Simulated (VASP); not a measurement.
# TePb (Fm-3m) in VASP: further runs, part 2 of 2

VASP 6.6.1. The steps go on from the part before.

### Step 4. Single point, PBE

Input file INCAR:

```
ALGO = Normal
EDIFF = 1E-6
ENCUT = 520
GGA = PE
ISIF = 2
ISMEAR = 0
LASPH = T
LCHARG = F
LREAL = F
LWAVE = F
NBANDS = 17
NELECT = 19.75
NELM = 60
PREC = Accurate
SIGMA = 0.1
```

Input file KPOINTS:

```
k-points
0
Gamma
  4 4 4
```

Input file POSCAR:

```
TePb
1.0
    0.0000000000      3.2708968051      3.2708968051
    3.2708968051      0.0000000000      3.2708968051
    3.2708968051      3.2708968051      0.0000000000
Te Pb
1 1
Direct
    0.0000000000      0.0000000000      0.0000000000
    0.5000000000      0.5000000000      0.5000000000
```

Potentials or basis: VASP PAW PBE potentials, release 64 (Te, Pb_d).

Started as:

```bash
> cat potpaw_PBE.64/Te/POTCAR potpaw_PBE.64/Pb_d/POTCAR > POTCAR
> mpirun -np 1 vasp_std > vasp.out
```

OUTCAR:

```text
EDIFF = 1E-6
   ENCUT = 520
   GGA = PE
   ISIF = 2
   ISMEAR = 0
   LASPH = T
   LREAL = F
   NELECT = 19.75
   NELM = 60
   PREC = Accurate

 ion  position               nearest neighbor table
   1  0.000  0.000  0.000-   2 3.27   2 3.27   2 3.27   2 3.27   2 3.27   2 3.27
   2  0.500  0.500  0.500-   1 3.27   1 3.27   1 3.27   1 3.27   1 3.27   1 3.27

  LATTYP: Found a face centered cubic cell.
 ALAT       =     6.5417936102

  Lattice vectors:

 A1 = (   0.0000000000,   3.2708968051,   3.2708968051)
 A2 = (   3.2708968051,   0.0000000000,   3.2708968051)
 A3 = (   3.2708968051,   3.2708968051,   0.0000000000)

Analysis of symmetry for initial positions (statically):
=====================================================================
 Subroutine PRICEL returns:
 Original cell was already a primitive cell.

 Routine SETGRP: Setting up the symmetry group for a
 face centered cubic supercell.

 Subroutine GETGRP returns: Found 48 space group operations
 (whereof 48 operations were pure point group operations)
 out of a pool of 48 trial point group operations.

The static configuration has the point symmetry O_h .

Analysis of symmetry for dynamics (positions and initial velocities):
=====================================================================
 Subroutine PRICEL returns:
 Original cell was already a primitive cell.

 Routine SETGRP: Setting up the symmetry group for a
 face centered cubic supercell.

 Subroutine GETGRP returns: Found 48 space group operations
 (whereof 48 operations were pure point group operations)
 out of a pool of 48 trial point group operations.

The dynamic configuration has the point symmetry O_h .

 Subroutine INISYM returns: Found 48 space group operations
[... 94 lines left out ...]
   EFERMI =   0.00;   METHOD = LEGACY
   ISMEAR =     0;   SIGMA  =   0.10  broadening in eV -4-tet -1-fermi 0-gaus
   EFERMI_NEDOS =   21; number of points for ismear=-14 and -15
   IALGO  =     38    algorithm
   IMIX   =      4    mixing-type and parameters
     AMIX     =   0.40;   BMIX     =  1.00
     AMIX_MAG =   1.60;   BMIX_MAG =  1.00
  volume/ion in A,a.u.               =      34.99       236.15
  Fermi-wavevector in a.u.,A,eV,Ry     =   1.073792  2.029174 15.687929  1.153030
  Thomas-Fermi vector in A             =   2.209602
   LORBIT       =      0    0 simple, 1 ext, 2 COOP (PROOUT), +10 PAW based schemes
   GGA     = PE    functional components
   LHFCALC =     F    Hartree Fock is set to
   AEXX    =    0.0000 exact exchange contribution
   IVDW    =     0    specifies the selected vdW correction
   LEPSILON=     F    determine dielectric tensor
   LRPA    =     F    only Hartree local field effects (RPA)
 non-spin polarized calculation
 Gauss-broadening in eV      SIGMA  =   0.10
  energy-cutoff  :      520.00
  volume of cell :       69.99
 maximum number of plane-waves:      1893
 NGX is ok and might be reduce to    36
   NGX = 17   NGY = 17   NGZ = 17

 number of electron      19.7500001 magnetization

 Free energy of the ion-electron system (eV)
  ---------------------------------------------------
  ext. energy  EPLUGINS =         0.00000000
  ---------------------------------------------------
  free energy    TOTEN  =        -8.76792645 eV

  energy without entropy =       -8.76276903  energy(sigma->0) =       -8.76534774

 E-fermi :   4.7992     XC(G=0):  -9.0581

 val. band max:        4.6091740838   @ k =  -0.2500   0.2500   0.0000
 cond. band min:       4.8282238344   @ k =  -0.2500   0.5000   0.2500
 fundamental gap:      0.2190497506
 Fermi energy:         4.7991975837

 k-point     1 :       0.0000    0.0000    0.0000
  band No.  band energies     occupation
      1     -11.5106      2.00000
      2     -11.5106      2.00000
      3     -11.5014      2.00000
      4     -11.5014      2.00000
      5     -11.5014      2.00000
      6      -6.5811      2.00000
[... 137 lines left out ...]
      4     -11.4950      2.00000
      5     -11.4796      2.00000
      6      -4.9350      2.00000
[... 9 lines left out ...]
     16      16.0771      0.00000
     17      16.1428      0.00000

------------------------ aborting loop because EDIFF is reached ----------------------------------------

  FORCE on cell =-STRESS in cart. coord.  units (eV):
  Direction    XX          YY          ZZ          XY          YZ          ZX
  --------------------------------------------------------------------------------------
  -------------------------------------------------------------------------------------
  Total       -2.7401182     -2.7401182     -2.7401182      0.0000000      0.0000000     -0.0000000
  in kB      -62.7262543    -62.7262543    -62.7262543      0.0000000      0.0000000     -0.0000000
  external PRESSURE =     -62.7262543 kB  Pullay stress =       0.0000000 kB

 VOLUME and BASIS-vectors are now :
 -----------------------------------------------------------------------------
  energy-cutoff  :      520.00
  volume of cell :       69.99
      direct lattice vectors                 reciprocal lattice vectors
     0.000000000  3.270896805  3.270896805    -0.152863276  0.152863276  0.152863276
     3.270896805  0.000000000  3.270896805     0.152863276 -0.152863276  0.152863276
     3.270896805  3.270896805  0.000000000     0.152863276  0.152863276 -0.152863276

 POSITION                                       TOTAL-FORCE (eV/Angst)
 -----------------------------------------------------------------------------------
      0.00000      0.00000      0.00000         0.000000      0.000000      0.000000
      3.27090      3.27090      3.27090        -0.000000     -0.000000     -0.000000
 -----------------------------------------------------------------------------------
    total drift:                                0.000000      0.000000      0.000000

  FREE ENERGIE OF THE ION-ELECTRON SYSTEM (eV)
  ---------------------------------------------------
  free  energy   TOTEN  =        -8.7679264527 eV

  energy  without entropy=       -8.7627690316  energy(sigma->0) =       -8.76534774
```

OSZICAR:

```text
N       E                     dE             d eps       ncg     rms          rms(c)
DAV:   1     0.156262700640E+03    0.15626E+03   -0.86405E+03   273   0.105E+03
DAV:   2     0.268510362117E+01   -0.15358E+03   -0.14938E+03   274   0.298E+02
DAV:   3    -0.853965651202E+01   -0.11225E+02   -0.11134E+02   355   0.867E+01
DAV:   4    -0.883555810341E+01   -0.29590E+00   -0.29580E+00   335   0.159E+01
DAV:   5    -0.884897287351E+01   -0.13415E-01   -0.13414E-01   397   0.326E+00    0.306E+00
DAV:   6    -0.876953800887E+01    0.79435E-01   -0.19430E-01   373   0.383E+00    0.180E+00
DAV:   7    -0.876658250542E+01    0.29555E-02   -0.76105E-02   356   0.135E+00    0.761E-01
DAV:   8    -0.876807594457E+01   -0.14934E-02   -0.11539E-02   332   0.104E+00    0.151E-01
DAV:   9    -0.876787190669E+01    0.20404E-03   -0.11573E-03   407   0.327E-01    0.606E-02
DAV:  10    -0.876792135622E+01   -0.49450E-04   -0.11452E-04   327   0.682E-02    0.258E-02
DAV:  11    -0.876792673326E+01   -0.53770E-05   -0.25414E-05   397   0.379E-02    0.691E-03
DAV:  12    -0.876792645271E+01    0.28055E-06   -0.23119E-06   314   0.916E-03
   1 F= -.87679265E+01 E0= -.87653477E+01  d E =-.515742E-02
```

Wall time 6.4 s (1 thread of AMD EPYC 9R45 (Zen 5), shared host); peak memory 0.17 GiB.

Results:

* Free energy: -8.7679 eV
* Band gap on the k mesh: none (metal or under the smearing width)

Levels at points of the mesh, in eV from the Fermi level:
| k point | band 7 | band 8 | band 9 | band 10 | band 11 | band 12 | band 13 | band 14 |
| --- | --- | --- | --- | --- | --- | --- | --- | --- |
| (0.00, 0.00, 0.00) | -5.34 | -0.87 | -0.87 | -0.87 | 4.43 | 4.43 | 4.43 | 6.32 |
| (0.50, 0.00, 0.00) | -8.00 | -0.44 | -0.44 | 0.35 | 1.23 | 1.78 | 1.78 | 8.80 |
| (0.50, 0.50, 0.00) | -6.86 | -3.81 | -2.22 | -2.22 | 3.93 | 5.71 | 5.71 | 6.84 |

Caveat: the k mesh is coarse (spacing up to 0.42 Å⁻¹), so the values aren't converged; the cell carries a net charge on a neutralising background, which shifts energy and pressure; the cell is charged against a uniform background, so pressure and absolute levels hang on convention.

### Step 5. Against experiment

Step 2. A measured gap of TePb is 0.19 eV (direct; 4.2 K; a printed reference work, monograph); the calculated 0.81 eV misses it by +0.62 eV. Spin-orbit coupling on Pb, Te is left out. The value is that of PBE on a finite k mesh, which can miss the band edges, without temperature or zero-point motion. The cell is a database's relaxed one, not the measured one, which moves gaps too.

Step 3. A measured direct gap of TePb is 0.19 eV (direct; 4.2 K; a printed reference work, monograph); the calculated 0.97 eV misses it by +0.78 eV. Spin-orbit coupling on Pb, Te is left out. The value is that of LDA on a finite k mesh, which can miss the band edges, without temperature or zero-point motion. The cell is a database's relaxed one, not the measured one, which moves gaps too.
